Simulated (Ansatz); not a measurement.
# The gap of Sb2S3 (Stibnite): a ladder of methods and an error budget

Aim: a best estimate of the quasiparticle gap of Sb2S3 (Stibnite), with each correction and its cost laid out.

Program: Ansatz 0.2.0. Level of theory: density functionals, hybrids, G0W0, plane waves, PAW. Results are calculated unless marked as measured.

**Experimental background.**

- Gap 1.71 ± 0.03 eV: optical gap, Tauc plot assuming direct allowed transition; UV-vis reflectance, Kubelka-Munk and Tauc plot; powder (crystalline rods about 5.4 um long and 1 um wide, hot-injection synthesis at 150 C for 30 h, dispersed in isop) (“Revealing the formation mechanism and band gap tuning of Sb2S3 nanoparticles”, 2021, pmc:8450970).

- Gap 1.7 eV: optical absorption onset; optical absorption; bulk crystal (130 nm flake exfoliated from a vapor-transport-grown single crystal) (“Ultrafast self-trapping of photoexcited carriers sets the upper limit on antimony trisulfide photovoltaic devices”, 2019, pmc:6778121).

- Gap 1.73 eV: optical gap; UV-visible absorption, Kubelka-Munk analysis; bulk crystal (natural single crystal) (“Phase transition mechanism and bandgap engineering of Sb2S3 at gigapascal pressures”, 2021, pmc:9814834).

- Gap 1.65 eV: optical absorption onset; optical absorption; film (160 nm hydrothermal polycrystalline film on CdS/FTO) (“Ultrafast self-trapping of photoexcited carriers sets the upper limit on antimony trisulfide photovoltaic devices”, 2019, pmc:6778121).

This is a report of a sequence of runs, with most program output left out.

In doubt: masses and optical values from hybrid runs of this build are listed as unsure (step 13), which bears on the screening that GW takes from such a start.

## 1. Starting point

It takes space group Pnma (No. 62, orthorhombic). Conventional cell: a = 11.311 Å, b = 3.839 Å, c = 11.223 Å, α = 90.00°, β = 90.00°, γ = 90.00°. Nearest to Sb lie 6 S at 2.52 to 3.16 Å. Nearest to Sb lie 5 S at 2.46 to 2.85 Å. Nearest to S lie 3 Sb at 2.52 to 2.68 Å. S has 5 Sb at 2.46 to 3.11 Å nearest. Nearest to S lie 3 Sb at 2.54 to 3.16 Å. Farther neighbours and most contacts between anions are not listed.

The cell and positions come from the Crystallography Open Database and are kept as given unless a step says otherwise. Spin-orbit coupling is left out unless a step names it. The default PAW set here is soft_2. Its files were made with PBE.

## 2. PBE bands

The cheap functional maps the bands first; the places of the edges decide which points the dearer methods must see.

This step: DFT, PBE, plane waves, PAW.

File input.yaml:

```yaml
crystal:
  lattice:
    - [11.311, 0.0, 0.0]
    - [0.0, 3.8389, 0.0]
    - [0.0, 0.0, 11.223]
  atoms:
    - { symbol: Sb, position: [0.47061, 0.25, 0.32595] }
    - { symbol: Sb, position: [0.02939, 0.75, 0.82595] }
    - { symbol: Sb, position: [0.97061, 0.25, 0.17405] }
    - { symbol: Sb, position: [0.52939, 0.75, 0.67405] }
    - { symbol: Sb, position: [0.35059, 0.75, 0.03602] }
    - { symbol: Sb, position: [0.14941, 0.25, 0.53602] }
    - { symbol: Sb, position: [0.85059, 0.75, 0.46398] }
    - { symbol: Sb, position: [0.64941, 0.25, 0.96398] }
    - { symbol: S, position: [0.29214, 0.25, 0.19181] }
    - { symbol: S, position: [0.20786, 0.75, 0.69181] }
    - { symbol: S, position: [0.79214, 0.25, 0.30819] }
    - { symbol: S, position: [0.70786, 0.75, 0.80819] }
    - { symbol: S, position: [0.5498, 0.75, 0.123] }
    - { symbol: S, position: [0.9502, 0.25, 0.623] }
    - { symbol: S, position: [0.0498, 0.75, 0.377] }
    - { symbol: S, position: [0.4502, 0.25, 0.877] }
    - { symbol: S, position: [0.3751, 0.75, 0.4389] }
    - { symbol: S, position: [0.1249, 0.25, 0.9389] }
    - { symbol: S, position: [0.8751, 0.75, 0.0611] }
    - { symbol: S, position: [0.6249, 0.25, 0.5611] }
kpoints:
  mp_grid: { grid: [2, 6, 2] }
  band_path:
    path:
      - [[0.0, 0.0, 0.0], [0.5, 0.0, 0.0], [0.5, 0.5, 0.0], [0.0, 0.5, 0.0], [0.0, 0.0, 0.0], [0.0, 0.0, 0.5], [0.5, 0.0, 0.5], [0.5, 0.5, 0.5], [0.0, 0.5, 0.5], [0.0, 0.0, 0.5]]
      - [[0.5, 0.0, 0.0], [0.5, 0.0, 0.5]]
      - [[0.0, 0.5, 0.0], [0.0, 0.5, 0.5]]
      - [[0.5, 0.5, 0.0], [0.5, 0.5, 0.5]]
    npoints: 6
hamiltonian:
  xc: pbe
scf:
  occupations: { method: fermi_dirac, width: 0.02 }
  n_extra_bands: 10
output:
  eigenvalues: true
```

Started as:

```
ansatz run input.yaml --threads 32 --pin off --max-ram 129024MiB --backend cuda --events-out ev --progress --plain --runs-dir out --devices 1 --max-vram 157GiB  # rebuilt from the run's record
```

The job ended after 2.3 s (1 × NVIDIA GB200 with 32 threads of Arm Neoverse V2, shared host; peak memory 1.2 GiB).

This step gave:

```
filled bands         : 96
gap                  : 1.305 eV
valence top at       : Γ
conduction bottom at : k = (0.000, 0.000, 0.417)
least direct gap     : 1.393 eV
```

The gap is indirect, with the least direct gap 0.09 eV higher.

Electronic bands along the path, in eV, zero at the top of the highest nominally filled band:

```csv
point,band 93,band 94,band 95,band 96,band 97,band 98,band 99,band 100
Γ,-0.22,-0.21,-0.20,0.00,1.41,1.55,1.57,1.79
halfway,-0.23,-0.14,-0.09,-0.08,1.52,1.60,1.61,1.71
X,-0.21,-0.21,-0.04,-0.04,1.53,1.53,1.78,1.78
halfway,-0.59,-0.59,-0.39,-0.39,1.67,1.67,2.56,2.56
S,-0.47,-0.47,-0.47,-0.47,2.23,2.23,2.23,2.23
halfway,-0.60,-0.60,-0.33,-0.33,2.20,2.20,2.24,2.24
Y,-0.67,-0.67,-0.24,-0.24,2.17,2.17,2.24,2.24
halfway,-0.60,-0.45,-0.43,-0.30,1.57,2.09,2.33,2.54
Γ,-0.22,-0.21,-0.20,0.00,1.41,1.55,1.57,1.79
halfway,-0.25,-0.17,-0.12,-0.08,1.33,1.38,1.80,2.06
Z,-0.21,-0.21,-0.09,-0.09,1.31,1.31,2.11,2.11
halfway,-0.28,-0.28,-0.15,-0.15,1.32,1.32,2.11,2.11
U,-0.35,-0.35,-0.25,-0.25,1.34,1.34,2.11,2.11
halfway,-0.41,-0.41,-0.39,-0.39,2.11,2.11,2.20,2.20
R,-0.80,-0.80,-0.80,-0.80,2.08,2.08,2.08,2.08
halfway,-0.85,-0.85,-0.60,-0.60,1.93,1.93,2.17,2.17
T,-0.74,-0.74,-0.51,-0.51,1.85,1.85,2.17,2.17
halfway,-0.42,-0.42,-0.34,-0.34,1.99,1.99,2.05,2.05
Z,-0.21,-0.21,-0.09,-0.09,1.31,1.31,2.11,2.11
jump to X,-0.21,-0.21,-0.04,-0.04,1.53,1.53,1.78,1.78
halfway,-0.34,-0.34,-0.05,-0.05,1.39,1.39,2.00,2.00
U,-0.35,-0.35,-0.25,-0.25,1.34,1.34,2.11,2.11
jump to Y,-0.67,-0.67,-0.24,-0.24,2.17,2.17,2.24,2.24
halfway,-0.72,-0.72,-0.43,-0.43,1.95,1.95,2.18,2.18
T,-0.74,-0.74,-0.51,-0.51,1.85,1.85,2.17,2.17
jump to S,-0.47,-0.47,-0.47,-0.47,2.23,2.23,2.23,2.23
```

## 3. LDA

A second semilocal functional shows how much of the gap hangs on that choice alone.

This step: DFT, LDA, plane waves, PAW.

input.yaml, as its differences from that of step 2:

```diff
@@ -30,11 +30,16 @@
     path:
-      - [[0.0, 0.0, 0.0], [0.5, 0.0, 0.0], [0.5, 0.5, 0.0], [0.0, 0.5, 0.0], [0.0, 0.0, 0.0], [0.0, 0.0, 0.5], [0.5, 0.0, 0.5], [0.5, 0.5, 0.5], [0.0, 0.5, 0.5], [0.0, 0.0, 0.5]]
-      - [[0.5, 0.0, 0.0], [0.5, 0.0, 0.5]]
-      - [[0.0, 0.5, 0.0], [0.0, 0.5, 0.5]]
-      - [[0.5, 0.5, 0.0], [0.5, 0.5, 0.5]]
-    npoints: 6
+      - [0.0, 0.0, 0.0]
+      - [0.5, 0.0, 0.0]
+      - [0.5, 0.5, 0.0]
+      - [0.0, 0.5, 0.0]
+      - [0.0, 0.0, 0.5]
+      - [0.5, 0.0, 0.5]
+      - [0.5, 0.5, 0.5]
+      - [0.0, 0.5, 0.5]
+      - [0.0, 0.0, 0.4166666667]
+    npoints: 1
 hamiltonian:
-  xc: pbe
+  xc: lda
 scf:
-  occupations: { method: fermi_dirac, width: 0.02 }
+  occupations: { method: fixed }
   n_extra_bands: 10
```

Elapsed: 1.7 s, on 1 × NVIDIA GB200 with 32 threads; peak memory 1.2 GiB; 5.8 s of CPU time.

This step gave:

```
gap                  : 1.211 eV
valence top at       : Γ
conduction bottom at : k = (0.000, 0.000, 0.417)
least direct gap     : 1.273 eV
```

The gap stands −0.09 eV against PBE.

## 4. PBEsol

This step: DFT, PBEsol, plane waves, PAW.

input.yaml, as its differences from that of step 3:

```diff
@@ -41,3 +41,3 @@
 hamiltonian:
-  xc: lda
+  xc: pbesol
 scf:
```

Elapsed: 1.8 s, on 1 × NVIDIA GB200 with 32 threads; peak memory 1.2 GiB.

Numbers from this step:

```
gap                  : 1.234 eV
valence top at       : Γ
conduction bottom at : k = (0.000, 0.000, 0.417)
least direct gap     : 1.312 eV
```

The gap stands −0.07 eV against PBE.

## 5. PBE+SOC

Spin-orbit coupling can split or shift the edges; a non-collinear run measures by how much.

This step: DFT, PBE with spin-orbit coupling, plane waves, PAW.

input.yaml, as its differences from that of step 4:

```diff
@@ -41,6 +41,9 @@
 hamiltonian:
-  xc: pbesol
+  xc: pbe
 scf:
   occupations: { method: fixed }
-  n_extra_bands: 10
+  n_extra_bands: 20
+magnetization:
+  noncollinear: true
+  spin_orbit: true
 output:
```

The job ended after 3.2 s (1 × NVIDIA GB200 with 32 threads; peak memory 2.2 GiB).

This step gave:

```yaml
gap: 1.247 eV
valence_top_at: Γ
conduction_bottom_at: k = (0.000, 0.000, 0.417)
least_direct_gap: 1.312 eV
```

The gap stands −0.06 eV against PBE.

## 6. HSE06

The screened hybrid is the usual rung above semilocal functionals: a quarter of exact exchange, cut off beyond a few ångström.

This step: DFT, HSE06, plane waves, PAW.

input.yaml, as its differences from that of step 5:

```diff
@@ -27,3 +27,3 @@
 kpoints:
-  mp_grid: { grid: [2, 6, 2] }
+  mp_grid: { grid: [2, 4, 2] }
   band_path:
@@ -41,9 +41,6 @@
 hamiltonian:
-  xc: pbe
+  xc: hse06
 scf:
   occupations: { method: fixed }
-  n_extra_bands: 20
-magnetization:
-  noncollinear: true
-  spin_orbit: true
+  n_extra_bands: 10
 output:
```

Elapsed: 15 s, on 1 × NVIDIA GB200 with 32 threads; peak memory 3.2 GiB; 4.1 min of CPU time.

Numbers from this step:

```yaml
gap: 1.816 eV
valence_top_at: Γ
conduction_bottom_at: Z
least_direct_gap: 1.899 eV
```

The gap stands +0.51 eV against PBE.

## 7. PBE0

PBE0 differs from HSE06 by long-range exchange, so the pair shows what that tail is worth.

This step: DFT, PBE0, plane waves, PAW.

input.yaml, as its differences from that of step 6:

```diff
@@ -41,3 +41,3 @@
 hamiltonian:
-  xc: hse06
+  xc: pbe0
 scf:
```

It took 16 s on 1 × NVIDIA GB200 with 32 threads; peak memory 3.2 GiB; 4.2 min of CPU time.

Numbers from this step:

```yaml
gap: 2.434 eV
valence_top_at: Γ
conduction_bottom_at: Z
least_direct_gap: 2.513 eV
```

The gap stands +1.13 eV against PBE.

## 8. DDH-PBE0

Here the share of exact exchange is set once to one over ε∞ of the semilocal ground state, the screening that GW applies at long range.

This step: DFT, dielectric-dependent PBE0 (fraction 1/eps_inf of PBE), plane waves, PAW.

input.yaml, as its differences from that of step 7:

```diff
@@ -26,2 +26,3 @@
     - { symbol: S, position: [0.6249, 0.25, 0.5611] }
+  host: atoms
 kpoints:
@@ -41,3 +42,6 @@
 hamiltonian:
-  xc: pbe0
+  xc:
+    exchange: pbe
+    correlation: pbe
+    exx: { coeff: inverse_dielectric }
 scf:
```

The job ended after 23 s (1 × NVIDIA GB200 with 32 threads; peak memory 5.9 GiB; 5.8 min of CPU time).

Numbers from this step:

* gap: 1.648 eV
* valence top at: Γ
* conduction bottom at: k = (0.000, 0.000, 0.417)
* least direct gap: 1.742 eV
* exact-exchange fraction: 0.07900

The gap stands +0.34 eV against PBE; the share of exchange is 0.079, one over an ε∞ of 12.7.

## 9. Dielectric tensor

ε∞ sets how strongly the crystal screens. Perturbation theory gives it with local fields and without a sum over empty bands.

This step: dielectric response by perturbation theory, PBE, plane waves, PAW.

input.yaml, as its differences from that of step 8:

```diff
@@ -26,26 +26,8 @@
     - { symbol: S, position: [0.6249, 0.25, 0.5611] }
-  host: atoms
 kpoints:
-  mp_grid: { grid: [2, 4, 2] }
-  band_path:
-    path:
-      - [0.0, 0.0, 0.0]
-      - [0.5, 0.0, 0.0]
-      - [0.5, 0.5, 0.0]
-      - [0.0, 0.5, 0.0]
-      - [0.0, 0.0, 0.5]
-      - [0.5, 0.0, 0.5]
-      - [0.5, 0.5, 0.5]
-      - [0.0, 0.5, 0.5]
-      - [0.0, 0.0, 0.4166666667]
-    npoints: 1
+  mp_grid: { grid: [2, 6, 2] }
 hamiltonian:
-  xc:
-    exchange: pbe
-    correlation: pbe
-    exx: { coeff: inverse_dielectric }
+  xc: pbe
 scf:
   occupations: { method: fixed }
-  n_extra_bands: 10
-output:
-  eigenvalues: true
+dielectric: {}
```

The job ended after 20 s (1 × NVIDIA GB200 with 32 threads; peak memory 16 GiB; 4.9 min of CPU time).

This step gave:

| Quantity | Value |
| --- | --- |
| stated error of ε∞ | 0.096 |

One over ε∞ averages 0.08, well under the quarter of exact exchange in PBE0, which by this rule of thumb may open the gap too far.

High-frequency dielectric tensor:

```
 8.91  0.00  0.00
 0.00 15.36  0.00
 0.00  0.00 13.74
```

## 10. G0W0, 2×4×2 mesh, 239 empty bands, screening to 36 eV

Now the one-shot GW correction: screening in the RPA, then the self-energy of the levels asked for.

This step: G0W0 on PBE, plane waves, PAW.

input.yaml, as its differences from that of step 9:

```diff
@@ -27,3 +27,3 @@
 kpoints:
-  mp_grid: { grid: [2, 6, 2] }
+  mp_grid: { grid: [2, 4, 2] }
 hamiltonian:
@@ -32,2 +32,7 @@
   occupations: { method: fixed }
-dielectric: {}
+gw:
+  n_empty_bands: 239
+  ecut_chi: 36
+  qp_bands: [v2, c2]
+  qp_kpoints: band_edges
+  screening: { model: contour_deformation }
```

The job ended after 14 s (1 × NVIDIA GB200 with 32 threads; peak memory 2.4 GiB; 34 s of CPU time).

Numbers from this step:

```
bands summed                                 : 335
RPA ε∞ on this mesh (eigenvalues)            : 8.838, 13.43, 13.83
plane waves in the screening matrix          : 235
G0W0 gap on the mesh                         : 1.530 eV
k of the valence top                         : 0, 0, 0
k of the conduction bottom                   : 0, 0, -0.5
starting gap on the mesh                     : 1.310 eV
least direct G0W0 gap on the computed points : 1.536 eV
```

The gap on the mesh goes from 1.31 eV to 1.53 eV, a correction of +0.22 eV. Between the two edge states, bare exchange in place of the xc potential would open the gap by 4.62 eV, and correlation takes back 4.40 eV.

## 11. G0W0, 2×4×2 mesh, 676 empty bands, screening to 72 eV

Another rung: the empty bands reach about as high as the screening cutoff, so the two stay in balance.

input.yaml, as its differences from that of step 10:

```diff
@@ -33,4 +33,4 @@
 gw:
-  n_empty_bands: 239
-  ecut_chi: 36
+  n_empty_bands: 676
+  ecut_chi: 72
   qp_bands: [v2, c2]
```

It took 27 s on 1 × NVIDIA GB200 with 32 threads; peak memory 4.1 GiB.

Numbers from this step:

```
bands summed                                 : 772
RPA ε∞ on this mesh (eigenvalues)            : 8.727, 13.10, 13.40
plane waves in the screening matrix          : 693
G0W0 gap on the mesh                         : 1.608 eV
k of the valence top                         : 0, 0, 0
k of the conduction bottom                   : 0, 0, -0.5
starting gap on the mesh                     : 1.310 eV
least direct G0W0 gap on the computed points : 1.639 eV
```

Against the run with 2×4×2 mesh, 239 empty bands, screening to 36 eV, the gap moves by +0.08 eV.

## 12. G0W0, 2×4×2 mesh, 1454 empty bands, screening to 120 eV

input.yaml, as its differences from that of step 11:

```diff
@@ -33,4 +33,4 @@
 gw:
-  n_empty_bands: 676
-  ecut_chi: 72
+  n_empty_bands: 1454
+  ecut_chi: 120.0
   qp_bands: [v2, c2]
```

Wall time 70 s (1 × NVIDIA GB200 with 32 threads); peak memory 8.4 GiB; 3.6 min of CPU time.

Numbers from this step:

* bands summed: 1550
* RPA ε∞ on this mesh (eigenvalues): 8.706, 13.04, 13.33
* plane waves in the screening matrix: 1471
* q-points in the mesh: 16
* G0W0 gap on the mesh: 1.666 eV
* k of the valence top: 0, 0, 0
* k of the conduction bottom: 0, 0, -0.5
* starting gap on the mesh: 1.310 eV
* Z at the valence top: 0.7464
* Z at the conduction bottom: 0.7693
* least direct G0W0 gap on the computed points: 1.708 eV

Against the run with 2×4×2 mesh, 676 empty bands, screening to 72 eV, the gap moves by +0.06 eV.

Limits: finite bands, cutoff and mesh; no spin-orbit coupling; coarse k mesh. v1 is the top filled band, c1 the lowest empty one. Levels before and after the correction, in eV, zero at the valence-band top of each column:

```csv
,conduction bottom,valence top
Kohn-Sham,1.31,0.00
G0W0,1.67,0.00
```

```csv
,level,occupation,energy (eV)
Kohn-Sham,Γ v2,2,-0.198
Kohn-Sham,Γ v1,2,0.000
Kohn-Sham,Γ c1,0,1.409
Kohn-Sham,Γ c2,0,1.553
Kohn-Sham,(0 0 -0.5) v2-v1,2,-0.092
Kohn-Sham,(0 0 -0.5) c1-c2,0,1.310
G0W0,Γ v2,2,-0.260
G0W0,Γ v1,2,0.000
G0W0,Γ c1,0,1.708
G0W0,Γ c2,0,1.971
G0W0,(0 0 -0.5) v2-v1,2,-0.159
G0W0,(0 0 -0.5) c1-c2,0,1.666
```

How the two edges are built up, in eV (the quasiparticle level is the starting level plus Σx plus Σc less Vxc):

```csv
run,edge,start,Σx,Σc,Vxc,Z,QP
335 bands,valence top,7.23,-16.73,1.48,-15.69,0.76,7.66
335 bands,conduction bottom,8.54,-9.56,-2.92,-13.13,0.78,9.19
772 bands,valence top,7.23,-16.73,1.04,-15.69,0.75,7.23
772 bands,conduction bottom,8.54,-9.56,-3.28,-13.13,0.77,8.84
1550 bands,valence top,7.23,-16.73,0.77,-15.69,0.75,6.96
1550 bands,conduction bottom,8.54,-9.56,-3.49,-13.13,0.77,8.62
```

## 13. G0W0@HSE06, 2×4×2 mesh, 676 empty bands, screening to 72 eV

The same correction from a different start measures what one shot leaves open. Bands and cutoff differ from the step before, so it is read against an earlier run that matches them.

This step: G0W0 on HSE06, plane waves, PAW.

input.yaml, as its differences from that of step 12:

```diff
@@ -29,3 +29,3 @@
 hamiltonian:
-  xc: pbe
+  xc: hse06
 scf:
@@ -33,4 +33,4 @@
 gw:
-  n_empty_bands: 1454
-  ecut_chi: 120.0
+  n_empty_bands: 676
+  ecut_chi: 72
   qp_bands: [v2, c2]
```

Elapsed: 97 s, on 1 × NVIDIA GB200 with 32 threads; peak memory 5.3 GiB; 6.1 min of CPU time.

This step gave:

```yaml
bands_summed: 772
rpa_eps_infinity_on_this_mesh_eigenvalues: 6.701, 9.694, 10.10
plane_waves_in_the_screening_matrix: 693
g0w0_gap_on_the_mesh: 1.847 eV
k_of_the_valence_top: 0, 0, 0
k_of_the_conduction_bottom: 0, 0, -0.5
starting_gap_on_the_mesh: 1.816 eV
least_direct_g0w0_gap_on_the_computed_points: 1.870 eV
```

Against the run with 2×4×2 mesh, 676 empty bands, screening to 72 eV on PBE, the gap moves by +0.24 eV, while the start moved by +0.51 eV.

## 14. G0W0@PBE, 2×4×2 mesh, 676 empty bands, screening to 72 eV, plasmon pole

A plasmon pole stands in for the full frequency dependence of the screening; this run shows what that costs in accuracy.

This step: G0W0 on PBE, plane waves, PAW.

input.yaml, as its differences from that of step 13:

```diff
@@ -29,3 +29,3 @@
 hamiltonian:
-  xc: hse06
+  xc: pbe
 scf:
@@ -37,2 +37,2 @@
   qp_kpoints: band_edges
-  screening: { model: contour_deformation }
+  screening: { model: godby_needs }
```

Wall time 25 s (1 × NVIDIA GB200 with 32 threads); peak memory 4.1 GiB.

Numbers from this step:

| Quantity | Value |
| --- | --- |
| bands summed | 772 |
| plasmon-pole fit frequency | 23.31 eV |
| RPA ε∞ on this mesh (eigenvalues) | 8.727, 13.10, 13.40 |
| plane waves in the screening matrix | 693 |
| G0W0 gap on the mesh | 1.577 eV |
| k of the valence top | 0, 0, 0 |
| k of the conduction bottom | 0, 0, -0.5 |
| starting gap on the mesh | 1.310 eV |
| least direct G0W0 gap on the computed points | 1.607 eV |

Against the run with 2×4×2 mesh, 676 empty bands, screening to 72 eV, the gap moves by −0.03 eV.

(Continued in part 2 of 2.)

[Paths, hosts, dates, memory and timing lines, banners, echoed tables and standing remarks are left out of the program output.]

[Logs are printed without paths, hosts, clocks, repeated set-up lines and the standing remarks that a program may print on its own settings, such as how far it seeks lower states.]

[Runs of the session that timed out or met a known fault of the program may be left out.]

[Cells called generated may have been cut or substituted from an entry of the Crystallography Open Database or the Materials Project.]

[Hosts, paths, dates, database ids (printed as entryN), source tags and the programs' standing remarks are cut or masked in the printed files.]
